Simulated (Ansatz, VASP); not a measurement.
AgBr: VASP beside Ansatz

```
Ag Br
1.0
     0.00000    2.83136    2.83136
     2.83136    0.00000    2.83136
     2.83136    2.83136    0.00000
Ag Br
1 1
Direct
  0.00000 0.00000 0.00000
  0.50000 0.50000 0.50000
```

Change from the starting cell: volume scaled by 0.96.

Alike in both runs: task single point; functional PBE; k mesh 8 × 8 × 8; occupations fermi-dirac, width 0.05 eV; no spin polarisation.

|  | VASP | Ansatz |
| --- | --- | --- |
| version | VASP 6.6.1 | Ansatz 0.2.0 |
| potentials or method | VASP PAW PBE potentials, release 64 (Ag, Br), cutoff 520 eV | all-electron LAPW, scalar-relativistic |

```tsv
	VASP	Ansatz	Ansatz less VASP
gap on the k mesh at the Fermi level (eV)	0.67	0.67	+0.002
least direct gap on the mesh (eV)	2.75	2.76	+0.002
pressure (GPa)	4.6	4.6	+0.06
```

Ansatz ran all-electron here, so the differences hold the error of VASP's frozen core and of both bases.

A k mesh can miss the band edges.
